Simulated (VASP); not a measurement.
# Rb (Im-3m) in VASP: further runs

Aim: see how the results for Rb move with the level of theory and the settings. Levels: LDA, PBEsol, BLYP+D3, r2SCAN+D3(BJ). Tasks: phonons, band structure, density of states.

All numbers are computed with VASP 6.6.1; they aren't measurements. Logs are shortened: lines on timing, memory, paths and dates and some standing lists are left out, and cuts for length are marked.

**1. Starting point**

It takes space group Im-3m (No. 229, cubic). The conventional cell has a = 5.605 Å, b = 5.605 Å, c = 5.605 Å, α = 90.00°, β = 90.00°, γ = 90.00°.

**2. Phonons, LDA, collinear spin, ferromagnetic start**

File POSCAR:

```
Rb
1.0
   -2.8025000000      2.8025000000      2.8025000000
    2.8025000000     -2.8025000000      2.8025000000
    2.8025000000      2.8025000000     -2.8025000000
Rb
1
Direct
    0.0000000000      0.0000000000      0.0000000000
```

File INCAR.step1:

```
PREC = Normal
ENCUT = 630
EDIFF = 1E-8
ISMEAR = -1
SIGMA = 0.02
LREAL = F
LASPH = T
NELM = 80
ALGO = Fast
ISIF = 3
LWAVE = F
LCHARG = F
ISPIN = 2
MAGMOM = 0.5
LORBIT = 11
IBRION = 2
NSW = 40
EDIFFG = -0.002
```

File INCAR.step2:

```
PREC = Normal
ENCUT = 630
EDIFF = 1E-8
ISMEAR = -1
SIGMA = 0.02
LREAL = F
LASPH = T
NELM = 80
ALGO = Fast
ISIF = 2
LWAVE = F
LCHARG = F
ISPIN = 2
MAGMOM = 0.5
LORBIT = 11
IBRION = 8
NSW = 1
```

File KPOINTS:

```
regular mesh
0
Gamma
  5 5 5
```

Potentials or basis: VASP PAW LDA potentials, release 64 (Rb_sv_GW).

Launch:

```console
cat potpaw_LDA.64/Rb_sv_GW/POTCAR > POTCAR
cp INCAR.step1 INCAR
mpirun -np 1 vasp_std > vasp.out
cp CONTCAR POSCAR
cp INCAR.step2 INCAR
mpirun -np 1 vasp_std > vasp.out
```

OUTCAR:

```text
PREC = Normal
   ENCUT = 630
   EDIFF = 1E-8
   ISMEAR = -1
   LREAL = F
   LASPH = T
   NELM = 80
   ISIF = 2
   ISPIN = 2
   LORBIT = 11
   IBRION = 8
   NSW = 1

 ion  position               nearest neighbor table
   1  0.000  0.000  0.000-

  LATTYP: Found a body centered cubic cell.
 ALAT       =     5.3555401107

  Lattice vectors:

 A1 = (  -2.6777700553,   2.6777700553,   2.6777700553)
 A2 = (   2.6777700553,  -2.6777700553,   2.6777700553)
 A3 = (   2.6777700553,   2.6777700553,  -2.6777700553)

Analysis of symmetry for initial positions (statically):
=====================================================================
 Subroutine PRICEL returns:
 Original cell was already a primitive cell.

 Routine SETGRP: Setting up the symmetry group for a
 body centered cubic supercell.

 Subroutine GETGRP returns: Found 48 space group operations
 (whereof 48 operations were pure point group operations)
 out of a pool of 48 trial point group operations.

The static configuration has the point symmetry O_h .

Analysis of symmetry for dynamics (positions and initial velocities):
=====================================================================
 Subroutine PRICEL returns:
 Original cell was already a primitive cell.

 Routine SETGRP: Setting up the symmetry group for a
 body centered cubic supercell.

 Subroutine GETGRP returns: Found 48 space group operations
 (whereof 48 operations were pure point group operations)
 out of a pool of 48 trial point group operations.

The dynamic configuration has the point symmetry O_h .

Analysis of structural, dynamic, and magnetic symmetry:
=====================================================================
 Subroutine PRICEL returns:
 Original cell was already a primitive cell.

 Routine SETGRP: Setting up the symmetry group for a
 body centered cubic supercell.

 Subroutine GETGRP returns: Found 48 space group operations
 (whereof 48 operations were pure point group operations)
 out of a pool of 48 trial point group operations.

The overall configuration has the point symmetry O_h .

 Subroutine INISYM returns: Found 48 space group operations
 (whereof 48 operations are pure point group operations),
 and found     1 'primitive' translations

[... 232 lines left out ...]
      4     -12.0750      1.00000
      5       1.6795      0.00000
      6       2.1189      0.00000
      7       4.1697      0.00000
      8       4.2838      0.00000
 Fermi energy:         0.8946455778

 spin component 2

 k-point     1 :       0.0000    0.0000    0.0000
  band No.  band energies     occupation
      1     -27.8775      1.00000
      2     -11.9521      1.00000
      3     -11.9521      1.00000
      4     -11.9521      1.00000
      5      -1.3350      1.00000
      6       4.5896      0.00000
      7       4.5896      0.00000
      8       4.5896      0.00000
[... 89 lines left out ...]
 k-point    10 :      -0.4000    0.4000    0.4000
  band No.  band energies     occupation
      1     -27.8617      1.00000
      2     -12.0735      1.00000
      3     -12.0624      1.00000
      4     -12.0624      1.00000
      5       1.7770      0.00000
      6       2.2132      0.00000
      7       4.2510      0.00000
      8       4.3727      0.00000

------------------------ aborting loop because EDIFF is reached ----------------------------------------

 Free energy of the ion-electron system (eV)
  ---------------------------------------------------
  ---------------------------------------------------
  free energy    TOTEN  =        -0.34124495 eV

  energy without entropy =       -0.34124495

[... ionic steps 2 to 3 ...]

--------------------------------------- Ionic step        4  -------------------------------------------

 Free energy of the ion-electron system (eV)
  ---------------------------------------------------
  ---------------------------------------------------
  free energy    TOTEN  =        -0.34109771 eV

  energy without entropy =       -0.34109771

------------------------ aborting loop because EDIFF is reached ----------------------------------------

 INTERNAL STRAIN TENSOR  FOR ION    1  DIRECTION 1   (eV/Angst):
 -----------------------------------------------------------------------------
     0.00241  0.00000  0.00000
     0.00000  0.00202 -0.00000
    -0.00000 -0.00000  0.00202

 INTERNAL STRAIN TENSOR FOR ION    1 for displacements in x,y,z  (eV/Angst):
          X           Y           Z          XY          YZ          ZX
  --------------------------------------------------------------------------------
  x     0.00000     0.00000     0.00000     0.00000     0.00000     0.00000
  y     0.00000     0.00000     0.00000     0.00000     0.00000     0.00000
  z     0.00000     0.00000     0.00000     0.00000     0.00000     0.00000

 SECOND DERIVATIVES (NOT SYMMETRIZED)
 ------------------------------------
               1X          1Y          1Z
  1X     0.001079    0.000000   -0.000000
  1Y     0.000000    0.001079    0.000000
  1Z    -0.000000    0.000000    0.001079

 Eigenvectors and eigenvalues of the dynamical matrix
 ----------------------------------------------------

   1 f/i=    0.055553 THz     0.349052 2PiTHz    1.853061 cm-1     0.229750 meV
             X         Y         Z           dx          dy          dz
      0.000000  0.000000  0.000000     0.707107    0.707107    0.000000

   2 f/i=    0.055553 THz     0.349052 2PiTHz    1.853061 cm-1     0.229750 meV
             X         Y         Z           dx          dy          dz
      0.000000  0.000000  0.000000     0.707107   -0.707107    0.000000

   3 f/i=    0.055553 THz     0.349052 2PiTHz    1.853061 cm-1     0.229750 meV
             X         Y         Z           dx          dy          dz
      0.000000  0.000000  0.000000     0.000000    0.000000    1.000000

--------------------------------------------------------------------------------------------------------

 ELASTIC MODULI CONTR FROM IONIC RELAXATION (kBar)
 Direction    XX          YY          ZZ          XY          YZ          ZX
 --------------------------------------------------------------------------------
 XX           0.0000      0.0000      0.0000      0.0000      0.0000      0.0000
 YY           0.0000      0.0000      0.0000      0.0000      0.0000      0.0000
 ZZ           0.0000      0.0000      0.0000      0.0000      0.0000      0.0000
 XY           0.0000      0.0000      0.0000      0.0000      0.0000      0.0000
 YZ           0.0000      0.0000      0.0000      0.0000      0.0000      0.0000
 ZX           0.0000      0.0000      0.0000      0.0000      0.0000      0.0000
 --------------------------------------------------------------------------------

 total charge

# of ion       s       p       d       f       tot
--------------------------------------------------
    1        2.193   5.628   0.014   0.000   7.835

 magnetization (x)

# of ion       s       p       d       f       tot
--------------------------------------------------
    1        0.015   0.003   0.004   0.000   0.022
```

OSZICAR.step1:

```text
N       E                     dE             d eps       ncg     rms          rms(c)
DAV:   1     0.660878535882E+02    0.66088E+02   -0.34711E+03   320   0.952E+02
DAV:   2     0.190306587492E+01   -0.64185E+02   -0.63424E+02   472   0.143E+02
[... 118 lines left out ...]
RMM:  10    -0.337550728759E+01   -0.13783E-05   -0.61578E-06   380   0.199E-02    0.138E-01
RMM:  11    -0.337550725994E+01    0.27650E-07   -0.47113E-07   346   0.500E-03    0.860E-02
RMM:  12    -0.337550734822E+01   -0.88279E-07   -0.24093E-07   297   0.356E-03    0.129E-01
RMM:  13    -0.337550729225E+01    0.55967E-07   -0.10317E-07   277   0.235E-03    0.623E-02
RMM:  14    -0.337550727661E+01    0.15642E-07   -0.57979E-08   249   0.219E-03    0.187E-02
RMM:  15    -0.337550727641E+01    0.19554E-09   -0.20750E-08   216   0.123E-03
   5 F= -.33755073E+01 E0= -.33741018E+01  d E =-.144850E-01  mag=     0.1154
```

It took 2.1 min on 1 thread of Intel Xeon Platinum 8488C (Sapphire Rapids), shared host; peak memory 0.22 GiB.

Results:

```yaml
Relaxed_volume: 76.80 Å³/atom
Relaxed_cell: a = 4.638 Å, b = 4.638 Å, c = 4.638 Å, α = 109.47°, β = 109.47°, γ = 109.47°
Space_group_after_relaxing_to_0.05_Å: Im-3m (No. 229)
Net_moment: 0.12 μB per cell
Site_moments: Rb +0.02 μB
Valence_electrons_inside_the_program's_atomic_spheres: Rb 7.83
```

The path:
```csv
step,energy change (eV),largest force (eV/Å),pressure (GPa),volume (Å³)
1,0.0000,0.0000,-0.38,88.04
2,-0.0058,0.0000,-0.31,85.38
3,-0.0139,0.0000,-0.10,79.02
4,-0.0145,0.0000,0.01,76.50
5,-0.0145,0.0000,0.00,76.80
```

Final structure:
```xyz
1
Lattice="-2.6778 2.6778 2.6778 2.6778 -2.6778 2.6778 2.6778 2.6778 -2.6778" Properties=species:S:1:pos:R:3 pbc="T T T"
Rb    0.0000    0.0000    0.0000
```

**3. Band structure, PBEsol (volume scaled by 1.25)**

File run.py:

```python
from ase.calculators.vasp import Vasp
from ase.dft.bandgap import bandgap
from ase.io import read

atoms = read('Rb.xyz')
calc = Vasp(
    directory='calc',
    xc='pbesol',
    pp='PBE',
    setups='minimal',
    prec='Accurate',
    encut=500,
    ediff=1e-06,
    ismear=1,
    sigma=0.1,
    lreal=False,
    lasph=True,
    nelm=80,
    algo='Normal',
    isif=2,
    lwave=False,
    lcharg=True,
    isym=1,
    nelmin=8,
    imix=1,
    amix=0.4,
    kpts=[7, 7, 7],
    gamma=True,
)
atoms.calc = calc

print('energy (eV):', atoms.get_potential_energy())
print('free energy (eV):', atoms.get_potential_energy(force_consistent=True))
efermi = calc.get_fermi_level()
print('Fermi level (eV):', efermi)
path = atoms.cell.bandpath(npoints=60, eps=1e-4)
print('path:', path.path)
calc.set(kpts=path.kpts, reciprocal=True, icharg=11, isym=0, lcharg=False)
calc.calculate(atoms)
print('gap on the path (eV):', bandgap(calc, efermi=efermi)[0])
print('direct gap on the path (eV):', bandgap(calc, efermi=efermi, direct=True)[0])
```

File Rb.xyz:

```xyz
1
Lattice="-3.0189016094 3.0189016094 3.0189016094 3.0189016094 -3.0189016094 3.0189016094 3.0189016094 3.0189016094 -3.0189016094" Properties=species:S:1:pos:R:3 pbc="T T T"
Rb     0.0000000000      0.0000000000      0.0000000000
```

Potentials or basis: VASP PAW PBE potentials, release 64 (Rb_pv).

Launch:

```console
python run.py
```

What it wrote:

```text
energy (eV): -0.96549401
free energy (eV): -0.96555454
Fermi level (eV): -1.34577833
path: GHNGPH,PN
gap on the path (eV): 0.0
direct gap on the path (eV): 0.0
```

OUTCAR:

```text
AMIX = 0.400000
   ENCUT = 500.000000
   EDIFF = 1.00e-06
   GGA = PS
   PREC = Accurate
   ICHARG = 11
   IMIX = 1
   ISIF = 2
   ISMEAR = 1
   ISYM = 0
   NELM = 80
   NELMIN = 8
   LASPH = .TRUE.
   LREAL = .FALSE.

 ion  position               nearest neighbor table
   1  0.000  0.000  0.000-

IMPORTANT INFORMATION: All symmetrisations will be switched off!
NOSYMM: (Re-)initialisation of all symmetry stuff for point group C_1.

----------------------------------------------------------------------------------------

                                     Primitive cell

  volume of cell :     110.0543

  direct lattice vectors                    reciprocal lattice vectors
    -3.018901609  3.018901609  3.018901609     0.000000000  0.165623152  0.165623152
     3.018901609 -3.018901609  3.018901609     0.165623152  0.000000000  0.165623152
     3.018901609  3.018901609 -3.018901609     0.165623152  0.165623152  0.000000000

  length of vectors
     5.228890971  5.228890971  5.228890971     0.234226508  0.234226508  0.234226508

  position of ions in fractional coordinates (direct lattice)
     0.000000000  0.000000000  0.000000000

  ion indices of the primitive-cell ions
   primitive index   ion index
                 1           1

----------------------------------------------------------------------------------------

 KPOINTS: KPOINTS created by Atomic Simulation Env

Read explicit list of k-points.

 Found     60 k-points:

 Following reciprocal coordinates:
            Coordinates               Weight
  0.000000  0.000000  0.000000      0.016667
  0.041667 -0.041667  0.041667      0.016667
  0.083333 -0.083333  0.083333      0.016667
  0.125000 -0.125000  0.125000      0.016667
  0.166667 -0.166667  0.166667      0.016667
  0.208333 -0.208333  0.208333      0.016667
[... 16 lines left out ...]
  0.000000  0.000000  0.388889      0.016667
  0.000000  0.000000  0.333333      0.016667
 [... further k-points ...]
   k-points           NKPTS =     60   k-points in BZ     NKDIM =     60   number of bands    NBANDS=      7
   number of dos      NEDOS =    301   number of ions     NIONS =      1
   total plane-waves  NPLWV =  64000
   dimension x,y,z NGX =    40 NGY =   40 NGZ =   40
   dimension x,y,z NGXF=    80 NGYF=   80 NGZF=   80
   ions per type =               1
   NGX,Y,Z   is equivalent  to a cutoff of  12.72, 12.72, 12.72 a.u.
   NGXF,Y,Z  is equivalent  to a cutoff of  25.43, 25.43, 25.43 a.u.
 SYSTEM =  unknown system
   PREC   = accura    normal or accurate (medium, high low for compatibility)
   ISTART =      0    job   : 0-new  1-cont  2-samecut
   ICHARG =     11    charge: 1-file 2-atom 10-const
   ISPIN  =      1    spin polarized calculation?
   LNONCOLLINEAR =      F non collinear calculations
   LSORBIT =      F    spin-orbit coupling
   LASPH  =      T    aspherical Exc in radial PAW
   ENCUT  =  500.0 eV  36.75 Ry    6.06 a.u.   9.53  9.53  9.53*2*pi/ulx,y,z
   NELM   =     80;   NELMIN=  8; NELMDL=  0     # of ELM steps
   EDIFF  = 0.1E-05   stopping-criterion for ELM
   LREAL  =      F    real-space projection
   EDIFFG = 0.1E-04   stopping-criterion for IOM
   NSW    =      0    number of steps for IOM
   IBRION =     -1    ionic relax: 0-MD 1-quasi-New 2-CG
   NFREE  =      0    steps in history (QN), initial steepest desc. (CG)
   ISIF   =      2    stress and relaxation
   ISYM   =      0    0-nonsym 1-usesym 2-fastsym
   POTIM  = 0.5000    time-step for ionic-motion
   TEBEG  =    0.0;   TEEND  =   0.0 temperature during run
   PSTRESS=    0.0 pullay stress
   NELECT =       7.0000    total number of electrons
   NUPDOWN=      -1.0000    fix difference up-down
   EMIN   =  10.00;   EMAX   =-10.00  energy-range for DOS
   EFERMI =   0.00;   METHOD = LEGACY
   ISMEAR =     1;   SIGMA  =   0.10  broadening in eV -4-tet -1-fermi 0-gaus
   EFERMI_NEDOS =   21; number of points for ismear=-14 and -15
   IALGO  =     38    algorithm
   IMIX   =      1    mixing-type and parameters
     AMIX     =   0.40;   BMIX     =  1.00
     AMIX_MAG =   1.60;   BMIX_MAG =  1.00
  volume/ion in A,a.u.               =     110.05       742.68
  Fermi-wavevector in a.u.,A,eV,Ry     =   0.653489  1.234916  5.810346  0.427048
  Thomas-Fermi vector in A             =   1.723746
   LORBIT       =      0    0 simple, 1 ext, 2 COOP (PROOUT), +10 PAW based schemes
   GGA     = PS    functional components
   LHFCALC =     F    Hartree Fock is set to
   AEXX    =    0.0000 exact exchange contribution
   IVDW    =     0    specifies the selected vdW correction
   LEPSILON=     F    determine dielectric tensor
   LRPA    =     F    only Hartree local field effects (RPA)
 non-spin polarized calculation
 Methfessel and Paxton  Order N= 1 SIGMA  =   0.10
  energy-cutoff  :      500.00
  volume of cell :      110.05
 maximum number of plane-waves:      2826
 NGX is ok and might be reduce to    40

 number of electron       7.0000000 magnetization

 Free energy of the ion-electron system (eV)
  ---------------------------------------------------
  ext. energy  EPLUGINS =         0.00000000
  ---------------------------------------------------
  free energy    TOTEN  =        -1.15753299 eV

  energy without entropy =       -1.15787393  energy(sigma->0) =       -1.15764664

 E-fermi :  -0.9731     XC(G=0):  -5.0444

 val. band max:       -1.0276485063   @ k =   0.0625  -0.0625   0.5000
 cond. band min:      -0.9202471895   @ k =   0.0833   0.0833   0.4167
 fundamental gap:      0.1074013168
 Fermi energy:        -0.9731355788

 k-point     1 :       0.0000    0.0000    0.0000
  band No.  band energies     occupation
      1     -14.3794      2.00000
      2     -14.3794      2.00000
      3     -14.3794      2.00000
      4      -3.0664      2.00000
      5       2.1660      0.00000
      6       2.1660      0.00000
      7       2.1660      0.00000
[... 221 lines left out ...]
 k-point    24 :       0.0000    0.0000    0.3333
  band No.  band energies     occupation
      1     -14.4156      2.00000
      2     -14.3919      2.00000
      3     -14.3792      2.00000
      4      -2.0179      2.00000
      5       0.4089     -0.00000
      6       1.3760      0.00000
      7       2.7751      0.00000

 [... further k-points ...]

------------------------ aborting loop because EDIFF is reached ----------------------------------------

  FORCE on cell =-STRESS in cart. coord.  units (eV):
  Direction    XX          YY          ZZ          XY          YZ          ZX
  --------------------------------------------------------------------------------------
  -------------------------------------------------------------------------------------
  Total       -0.4457781     -0.0295506     -1.0106533      0.6199788      0.1078630      0.1389041
  in kB       -6.4896678     -0.4301993    -14.7131585      9.0256934      1.5702766      2.0221758
  external PRESSURE =      -7.2110085 kB  Pullay stress =       0.0000000 kB

 VOLUME and BASIS-vectors are now :
 -----------------------------------------------------------------------------
  energy-cutoff  :      500.00
  volume of cell :      110.05
      direct lattice vectors                 reciprocal lattice vectors
    -3.018901609  3.018901609  3.018901609     0.000000000  0.165623152  0.165623152
     3.018901609 -3.018901609  3.018901609     0.165623152  0.000000000  0.165623152
     3.018901609  3.018901609 -3.018901609     0.165623152  0.165623152  0.000000000

 POSITION                                       TOTAL-FORCE (eV/Angst)
 -----------------------------------------------------------------------------------
      0.00000      0.00000      0.00000         0.000000      0.000000     -0.000000
 -----------------------------------------------------------------------------------
    total drift:                                0.000000      0.000000     -0.000000

  FREE ENERGIE OF THE ION-ELECTRON SYSTEM (eV)
  ---------------------------------------------------
  free  energy   TOTEN  =        -1.1575329921 eV

  energy  without entropy=       -1.1578739293  energy(sigma->0) =       -1.15764664
```

INCAR:

```text
AMIX = 0.400000
ENCUT = 500.000000
SIGMA = 0.100000
EDIFF = 1.00e-06
ALGO = Normal
GGA = PS
PREC = Accurate
ICHARG = 11
IMIX = 1
ISIF = 2
ISMEAR = 1
ISYM = 0
NELM = 80
NELMIN = 8
LASPH = .TRUE.
LCHARG = .FALSE.
LWAVE = .FALSE.
LREAL = .FALSE.
```

Run time: 29 s. Hardware: 1 thread of Intel Xeon 6975P-C (Granite Rapids), shared host; peak memory 0.24 GiB.

Results:

```
Band gap along the path : none (metal or under the smearing width)
```

Levels at the corners of the path, in eV from the Fermi level:
| point | band 1 | band 2 | band 3 | band 4 | band 5 | band 6 | band 7 |
| --- | --- | --- | --- | --- | --- | --- | --- |
| Γ | -13.03 | -13.03 | -13.03 | -1.72 | 3.51 | 3.51 | 3.51 |
| H | -13.07 | -13.07 | -13.07 | 1.38 | 1.38 | 2.82 | 2.82 |
| N | -13.08 | -13.05 | -13.03 | 0.28 | 0.69 | 2.55 | 3.87 |
| Γ | -13.03 | -13.03 | -13.03 | -1.72 | 3.51 | 3.51 | 3.51 |
| P | -13.06 | -13.06 | -13.06 | 1.25 | 1.25 | 1.25 | 2.07 |
| H | -13.07 | -13.07 | -13.07 | 1.38 | 1.38 | 2.82 | 2.82 |
| P | -13.06 | -13.06 | -13.06 | 1.25 | 1.25 | 1.25 | 2.07 |
| N | -13.08 | -13.05 | -13.03 | 0.28 | 0.69 | 2.55 | 3.87 |

Caveat: the log is that of the step along the path at fixed density, whose energy, stress, charges and moments have no meaning; the PAW data sets were made with another functional, which shifts forces and pressure a little.

[end of part 1 of 2]
